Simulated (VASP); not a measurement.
# CoPtO2 (R-3m) in VASP: a series of runs

The runs below take CoPtO2 through relaxation of cell and atoms, single point, with PBE.

Everything below comes from runs of VASP 6.6.1. Logs are shortened: lines on timing, memory, paths and dates and some standing lists are left out, and cuts for length are marked.

### Step 1. Starting point

It takes space group R-3m (No. 166, trigonal). The conventional cell has a = 2.825 Å, b = 2.825 Å, c = 17.818 Å, α = 90.00°, β = 90.00°, γ = 120.00°. Pt (site symmetry -3m) has 2 O at 2.00 Å as nearest neighbours. Co (site symmetry -3m) is surrounded by 6 O at 1.90 Å. O (site symmetry 3m) is surrounded by 3 Co at 1.90 Å and 1 Pt at 2.00 Å.

The cell is a database's computed one.

### Step 2. Relaxation of cell and atoms, PBE, collinear spin, ferromagnetic start

INCAR reads:

```
  ALGO = Fast
  EDIFF = 1E-6
  EDIFFG = -0.02
  ENCUT = 600
  GGA = PE
  IBRION = 2
  ISIF = 3
  ISMEAR = -1
  ISPIN = 2
  LASPH = T
  LCHARG = F
  LMAXMIX = 4
  LORBIT = 11
  LREAL = F
  LWAVE = F
  MAGMOM = 0 2 0 0
  NELM = 120
  NSW = 40
  PREC = Accurate
  SIGMA = 0.05
```

KPOINTS reads:

```
k-points
0
Gamma
  8 8 8
```

POSCAR reads:

```
CoPtO2
1.0
    1.4122699173      0.8153744169      5.9393891094
   -1.4122699173      0.8153744169      5.9393891094
    0.0000000000     -1.6307488338      5.9393891094
Pt Co O
1 1 2
Direct
    0.0000000000      0.0000000000      0.0000000000
    0.5000000000      0.5000000000      0.5000000000
    0.1122440300      0.1122440300      0.1122440300
    0.8877559700      0.8877559700      0.8877559700
```

Potentials or basis: VASP PAW PBE potentials, release 64 (Pt, Co, O).

Launch:

```bash
> cat potpaw_PBE.64/Pt/POTCAR potpaw_PBE.64/Co/POTCAR potpaw_PBE.64/O/POTCAR > POTCAR
> mpirun -np 1 vasp_std > vasp.out
```

OUTCAR:

```text
EDIFF = 1E-6
   EDIFFG = -0.02
   ENCUT = 600
   GGA = PE
   IBRION = 2
   ISIF = 3
   ISMEAR = -1
   ISPIN = 2
   LASPH = T
   LORBIT = 11
   LREAL = F
   NELM = 120
   NSW = 40
   PREC = Accurate

 ion  position               nearest neighbor table
   1  0.000  0.000  0.000-   3 2.00   4 2.00
   2  0.500  0.500  0.500-   3 1.90   4 1.90   3 1.90   3 1.90   4 1.90   4 1.90
   3  0.112  0.112  0.112-   2 1.90   2 1.90   2 1.90   1 2.00
   4  0.888  0.888  0.888-   2 1.90   2 1.90   2 1.90   1 2.00

  LATTYP: Found a trigonal (rhomboedric) cell.
 ALAT       =     6.1591951383
 COS(alpha) =     0.8948480128

  Lattice vectors:

 A1 = (   1.4122699173,   0.8153744169,   5.9393891094)
 A2 = (  -1.4122699173,   0.8153744169,   5.9393891094)
 A3 = (   0.0000000000,  -1.6307488338,   5.9393891094)

Analysis of symmetry for initial positions (statically):
=====================================================================
 Subroutine PRICEL returns:
 Original cell was already a primitive cell.

 Routine SETGRP: Setting up the symmetry group for a
 trigonal (rhombohedral) supercell.

 Subroutine GETGRP returns: Found 12 space group operations
 (whereof 12 operations were pure point group operations)
 out of a pool of 12 trial point group operations.

The static configuration has the point symmetry D_3d.

Analysis of symmetry for dynamics (positions and initial velocities):
=====================================================================
 Subroutine PRICEL returns:
 Original cell was already a primitive cell.

 Routine SETGRP: Setting up the symmetry group for a
 trigonal (rhombohedral) supercell.

 Subroutine GETGRP returns: Found 12 space group operations
 (whereof 12 operations were pure point group operations)
 out of a pool of 12 trial point group operations.

The dynamic configuration has the point symmetry D_3d.

Analysis of structural, dynamic, and magnetic symmetry:
=====================================================================
 Subroutine PRICEL returns:
 Original cell was already a primitive cell.

 Routine SETGRP: Setting up the symmetry group for a
 trigonal (rhombohedral) supercell.

 Subroutine GETGRP returns: Found 12 space group operations
 (whereof 12 operations were pure point group operations)
 out of a pool of 12 trial point group operations.

The overall configuration has the point symmetry D_3d.

 Subroutine INISYM returns: Found 12 space group operations
 (whereof 12 operations are pure point group operations),
 and found     1 'primitive' translations

----------------------------------------------------------------------------------------

                                     Primitive cell

  volume of cell :      41.0363

  direct lattice vectors                    reciprocal lattice vectors
     1.412269917  0.815374417  5.939389109     0.354039971  0.204405072  0.056122495
    -1.412269917  0.815374417  5.939389109    -0.354039971  0.204405072  0.056122495
     0.000000000 -1.630748834  5.939389109     0.000000000 -0.408810145  0.056122495

  length of vectors
     6.159195138  6.159195138  6.159195138     0.412644482  0.412644482  0.412644482

  position of ions in fractional coordinates (direct lattice)
     0.000000000  0.000000000  0.000000000
     0.500000000  0.500000000  0.500000000
     0.112244030  0.112244030  0.112244030
     0.887755970  0.887755970  0.887755970

  ion indices of the primitive-cell ions
   primitive index   ion index
                 1           1
                 2           2
                 3           3
                 4           4

----------------------------------------------------------------------------------------

 KPOINTS: k-points

Automatic generation of k-mesh.
 Grid dimensions read from file:
 generate k-points for:    8    8    8

 Generating k-lattice:

  Cartesian coordinates                     Fractional coordinates (reciprocal lattice)
     0.044254996  0.025550634  0.007015312     0.125000000 -0.000000000  0.000000000
    -0.044254996  0.025550634  0.007015312    -0.000000000  0.125000000  0.000000000
     0.000000000 -0.051101268  0.007015312     0.000000000  0.000000000  0.125000000

  Length of vectors
     0.051580560  0.051580560  0.051580560

  Shift w.r.t. Gamma in fractional coordinates (k-lattice)
     0.000000000  0.000000000  0.000000000

 Subroutine IBZKPT returns following result:
 ===========================================

 Found     65 irreducible k-points:

 Following reciprocal coordinates:
            Coordinates               Weight
  0.000000  0.000000  0.000000      1.000000
  0.125000  0.000000  0.000000      6.000000
  0.250000  0.000000  0.000000      6.000000
  0.375000  0.000000  0.000000      6.000000
  0.500000  0.000000  0.000000      3.000000
  0.125000  0.125000  0.000000      6.000000
[... 16 lines left out ...]
  0.250000  0.125000  0.125000      6.000000
  0.375000  0.125000  0.125000      6.000000
 [... further k-points ...]
   k-points           NKPTS =     65   k-points in BZ     NKDIM =     65   number of bands    NBANDS=     20
   number of dos      NEDOS =    301   number of ions     NIONS =      4
   total plane-waves  NPLWV = 125000
   dimension x,y,z NGX =    50 NGY =   50 NGZ =   50
   dimension x,y,z NGXF=   100 NGYF=  100 NGZF=  100
   ions per type =               1   1   2
   NGX,Y,Z   is equivalent  to a cutoff of  13.50, 13.50, 13.50 a.u.
   NGXF,Y,Z  is equivalent  to a cutoff of  26.99, 26.99, 26.99 a.u.
 SYSTEM =  unknown system
   PREC   = accura    normal or accurate (medium, high low for compatibility)
   ISTART =      0    job   : 0-new  1-cont  2-samecut
   ICHARG =      2    charge: 1-file 2-atom 10-const
   ISPIN  =      2    spin polarized calculation?
   LNONCOLLINEAR =      F non collinear calculations
   LSORBIT =      F    spin-orbit coupling
   LASPH  =      T    aspherical Exc in radial PAW
   ENCUT  =  600.0 eV  44.10 Ry    6.64 a.u.  12.30 12.30 12.30*2*pi/ulx,y,z
   NELM   =    120;   NELMIN=  2; NELMDL= -5     # of ELM steps
   EDIFF  = 0.1E-05   stopping-criterion for ELM
   LREAL  =      F    real-space projection
   EDIFFG = -.2E-01   stopping-criterion for IOM
   NSW    =     40    number of steps for IOM
   IBRION =      2    ionic relax: 0-MD 1-quasi-New 2-CG
   NFREE  =      1    steps in history (QN), initial steepest desc. (CG)
   ISIF   =      3    stress and relaxation
   ISYM   =      2    0-nonsym 1-usesym 2-fastsym
   POTIM  = 0.5000    time-step for ionic-motion
   TEBEG  =    0.0;   TEEND  =   0.0 temperature during run
   PSTRESS=    0.0 pullay stress
   NELECT =      31.0000    total number of electrons
   NUPDOWN=      -1.0000    fix difference up-down
   EMIN   =  10.00;   EMAX   =-10.00  energy-range for DOS
   EFERMI =   0.00;   METHOD = LEGACY
   ISMEAR =    -1;   SIGMA  =   0.05  broadening in eV -4-tet -1-fermi 0-gaus
   EFERMI_NEDOS =   21; number of points for ismear=-14 and -15
   IALGO  =     68    algorithm
   IMIX   =      4    mixing-type and parameters
     AMIX     =   0.40;   BMIX     =  1.00
     AMIX_MAG =   1.60;   BMIX_MAG =  1.00
  volume/ion in A,a.u.               =      10.26        69.23
  Fermi-wavevector in a.u.,A,eV,Ry     =   1.490983  2.817550 30.246177  2.223031
  Thomas-Fermi vector in A             =   2.603696
   LORBIT       =     11    0 simple, 1 ext, 2 COOP (PROOUT), +10 PAW based schemes
   GGA     = PE    functional components
   LHFCALC =     F    Hartree Fock is set to
   AEXX    =    0.0000 exact exchange contribution
   IVDW    =     0    specifies the selected vdW correction
   LEPSILON=     F    determine dielectric tensor
   LRPA    =     F    only Hartree local field effects (RPA)
 conjugate gradient relaxation of ions
 spin polarized calculation
 RMM-DIIS sequential band-by-band and
  energy-cutoff  :      600.00
  volume of cell :       41.04
 maximum number of plane-waves:      1403
 NGX is ok and might be reduce to    50
   NGX = 25   NGY = 25   NGZ = 25

--------------------------------------- Ionic step        1  -------------------------------------------

 number of electron      30.9999997 magnetization      -0.0003662

 number of electron      30.9999997 magnetization       0.0002744

 Free energy of the ion-electron system (eV)
  ---------------------------------------------------
  ext. energy  EPLUGINS =         0.00000000
  ---------------------------------------------------
  free energy    TOTEN  =       -26.43374676 eV

  energy without entropy =      -26.42500734  energy(sigma->0) =      -26.42937705

------------------------ aborting loop because EDIFF is reached ----------------------------------------

  FORCE on cell =-STRESS in cart. coord.  units (eV):
  Direction    XX          YY          ZZ          XY          YZ          ZX
  --------------------------------------------------------------------------------------
  -------------------------------------------------------------------------------------
  Total        1.4547842      1.4547842      1.6226558      0.0000000      0.0000000      0.0000000
  in kB       56.7990868     56.7990868     63.3532884      0.0000000      0.0000000      0.0000000
  external PRESSURE =      58.9838207 kB  Pullay stress =       0.0000000 kB
[... 223 lines left out ...]
--------------------------------------- Ionic step        7  -------------------------------------------

 number of electron      31.0000000 magnetization      -0.0000000

 number of electron      31.0000000 magnetization       0.0000000

 Free energy of the ion-electron system (eV)
  ---------------------------------------------------
  ext. energy  EPLUGINS =         0.00000000
  ---------------------------------------------------
  free energy    TOTEN  =       -26.45040091 eV

  energy without entropy =      -26.44152388  energy(sigma->0) =      -26.44596240

 E-fermi :   8.1031     XC(G=0): -12.5464

 val. band max:        8.0257356507   @ k =   0.3750   0.2500   0.0000
 cond. band min:       8.3399334649   @ k =  -0.3750  -0.3750   0.1250
 fundamental gap:      0.3141978142
 Fermi energy:         8.1030578155

 spin component 1

 k-point     1 :       0.0000    0.0000    0.0000
  band No.  band energies     occupation
      1     -13.0290      1.00000
      2     -11.1999      1.00000
      3      -1.0732      1.00000
      4       1.5295      1.00000
      5       1.9914      1.00000
      6       1.9914      1.00000
[... 12 lines left out ...]
     19      11.0153      0.00000
[... 515 lines left out ...]
      6       2.3458      1.00000
[... 12 lines left out ...]
     19      11.6875      0.00000
     20      16.3371      0.00000

 [... further k-points ...]

 spin component 2

 k-point     1 :       0.0000    0.0000    0.0000
  band No.  band energies     occupation
      1     -13.0290      1.00000
      2     -11.1999      1.00000
      3      -1.0732      1.00000
      4       1.5295      1.00000
      5       1.9914      1.00000
      6       1.9914      1.00000
[... 12 lines left out ...]
     19      11.0153      0.00000
[... 561 lines left out ...]
  FREE ENERGIE OF THE ION-ELECTRON SYSTEM (eV)
  ---------------------------------------------------
  free  energy   TOTEN  =       -26.4504009126 eV

  energy  without entropy=      -26.4415238839  energy(sigma->0) =      -26.44596240

 reached required accuracy - stopping structural energy minimisation

 total charge

# of ion       s       p       d       tot
------------------------------------------
    1        0.644   0.552   7.978   9.174
    2        0.419   0.637   7.332   8.389
    3        1.553   3.445   0.000   4.998
    4        1.553   3.445   0.000   4.998
--------------------------------------------------
tot          4.169   8.080  15.311  27.559

 magnetization (x)

# of ion       s       p       d       tot
------------------------------------------
    1       -0.000   0.000   0.000   0.000
    2        0.000   0.000   0.000   0.000
    3        0.000  -0.000   0.000  -0.000
    4        0.000  -0.000   0.000  -0.000
--------------------------------------------------
tot          0.000  -0.000   0.000  -0.000
```

It took 28 min on 1 thread of Intel Xeon Platinum 8488C (Sapphire Rapids), shared host; peak memory 0.56 GiB.

What came out:

```
Free energy                                           : -26.4504 eV
Relaxed volume                                        : 10.51 Å³/atom
Relaxed cell                                          : a = 6.197 Å, b = 6.197 Å, c = 6.197 Å, α = 26.59°, β = 26.59°, γ = 26.59°
Space group after relaxing (to 0.05 Å)                : R-3m (No. 166)
Energy gained by relaxing                             : 4.2 meV/atom
Ionic steps                                           : 7
Pressure after relaxing                               : -0.1 GPa
Largest force after relaxing                          : 0.004 eV/Å
Band gap on the k mesh                                : none (metal or under the smearing width)
Net moment                                            : 0.00 μB per cell
Valence electrons inside the program's atomic spheres : Pt 9.17; Co 8.39; O 5.00
```

Forces on the atoms (eV/Å):
```
Pt   0.000  0.000  0.000
Co   0.000  0.000  0.000
O    0.000  0.000  0.004
O    0.000  0.000 -0.004
```

Step by step:
| step | energy change (eV) | largest force (eV/Å) | pressure (GPa) | volume (Å³) |
| --- | --- | --- | --- | --- |
| 1 | 0.0000 | 0.0618 | 5.90 | 41.04 |
| 2 | 0.0164 | 0.0826 | -7.24 | 43.32 |
| 3 | -0.0162 | 0.0005 | 0.01 | 41.95 |
| 4 | -0.0162 | 0.0014 | 0.08 | 41.94 |
| 5 | -0.0166 | 0.0458 | 0.07 | 41.97 |
| 6 | -0.0166 | 0.0419 | 0.14 | 41.97 |
| 7 | -0.0167 | 0.0040 | -0.14 | 42.02 |

Final structure:
```cif
data_structure
_symmetry_space_group_name_H-M 'P 1'
_symmetry_Int_Tables_number 1
_cell_length_a 6.1967
_cell_length_b 6.1967
_cell_length_c 6.1967
_cell_angle_alpha 26.589
_cell_angle_beta 26.589
_cell_angle_gamma 26.589
_cell_volume 42.02
loop_
_atom_site_label
_atom_site_type_symbol
_atom_site_fract_x
_atom_site_fract_y
_atom_site_fract_z
_atom_site_occupancy
Pt1 Pt 0.00000 0.00000 0.00000 1
Co1 Co 0.50000 0.50000 0.50000 1
O1 O 0.11227 0.11227 0.11227 1
O2 O 0.88773 0.88773 0.88773 1
```

Levels at points of the mesh, in eV from the Fermi level:
Spin up:
| k point | band 12 | band 13 | band 14 | band 15 | band 16 | band 17 | band 18 | band 19 | band 20 |
| --- | --- | --- | --- | --- | --- | --- | --- | --- | --- |
| (0.00, 0.00, 0.00) | -1.66 | -1.66 | -1.34 | -1.34 | -1.25 | 2.03 | 2.03 | 2.91 | 5.80 |
| (0.50, 0.00, 0.00) | -1.16 | -1.00 | -0.77 | 0.24 | 1.20 | 1.49 | 1.50 | 2.78 | 7.17 |
| (0.50, 0.50, 0.00) | -1.56 | -1.00 | -0.80 | 0.24 | 0.34 | 1.92 | 2.37 | 2.79 | 7.81 |
| (0.50, 0.50, 0.50) | -1.58 | -1.58 | -0.64 | -0.49 | -0.49 | 1.62 | 1.62 | 4.15 | 4.75 |
Spin down:
```
           k point  band 12  band 13  band 14  band 15  band 16  band 17  band 18  band 19  band 20
(0.00, 0.00, 0.00)    -1.66    -1.66    -1.34    -1.34    -1.25     2.03     2.03     2.91     5.80
(0.50, 0.00, 0.00)    -1.16    -1.00    -0.77     0.24     1.20     1.49     1.50     2.78     7.17
(0.50, 0.50, 0.00)    -1.56    -1.00    -0.80     0.24     0.34     1.92     2.37     2.79     7.81
(0.50, 0.50, 0.50)    -1.58    -1.58    -0.64    -0.49    -0.49     1.62     1.62     4.15     4.75
```

Caveat: the starting moments collapsed, and a magnetic state may lie lower; semilocal functionals often make such compounds metallic where correlation or magnetic order opens a gap, which also shifts bond lengths. The run has no spin-orbit coupling, so splittings on Pt are missing.

### Step 3. Single point, PBE, collinear spin, ferromagnetic start

INCAR reads:

```
  ALGO = Normal
  EDIFF = 1E-6
  ENCUT = 520
  GGA = PE
  ISIF = 2
  ISMEAR = 0
  ISPIN = 2
  LASPH = T
  LCHARG = F
  LMAXMIX = 4
  LORBIT = 11
  LREAL = F
  LWAVE = F
  MAGMOM = 0 2 0 0
  NELM = 120
  PREC = Accurate
  SIGMA = 0.012
```

KPOINTS reads:

```
k-points
0
Gamma
  11 11 11
```

POSCAR is that of step 2.

Potentials or basis: VASP PAW PBE potentials, release 64 (Pt, Co, O).

Launch:

```bash
> cat potpaw_PBE.64/Pt/POTCAR potpaw_PBE.64/Co/POTCAR potpaw_PBE.64/O/POTCAR > POTCAR
> mpirun -np 1 vasp_std > vasp.out
```

It took 15 min on 1 thread of AMD EPYC 9R14 (Zen 4), shared host; peak memory 0.52 GiB.

It converged, with:

* Free energy: -26.4537 eV
* Pressure: 6.0 GPa
* Largest force: 0.121 eV/Å
* Band gap on the k mesh: none (metal or under the smearing width)
* Net moment: 0.00 μB per cell
* Valence electrons inside the program's atomic spheres: Pt 9.24; Co 8.46; O 5.01

Forces on the atoms (eV/Å):
```
Pt   0.000  0.000  0.000
Co   0.000  0.000  0.000
O    0.000  0.000 -0.121
O    0.000  0.000  0.121
```

Stress tensor (GPa, compression positive):
```
6.31 0.00 0.00
0.00 6.31 0.00
0.00 0.00 5.23
```

Levels at points of the mesh, in eV from the Fermi level:
Spin up:
```
           k point  band 13  band 14  band 15  band 16  band 17  band 18  band 19  band 20
(0.00, 0.00, 0.00)    -1.99    -1.63    -1.63    -1.58     1.82     1.82     2.75     5.53
```
Spin down:
```
           k point  band 12  band 13  band 14  band 15  band 16  band 17  band 18  band 19  band 20
(0.00, 0.00, 0.00)    -1.99    -1.99    -1.63    -1.63    -1.58     1.82     1.82     2.75     5.53
```

Caveat: the starting moments collapsed, and a magnetic state may lie lower; semilocal functionals often make such compounds metallic where correlation or magnetic order opens a gap, which also shifts bond lengths.
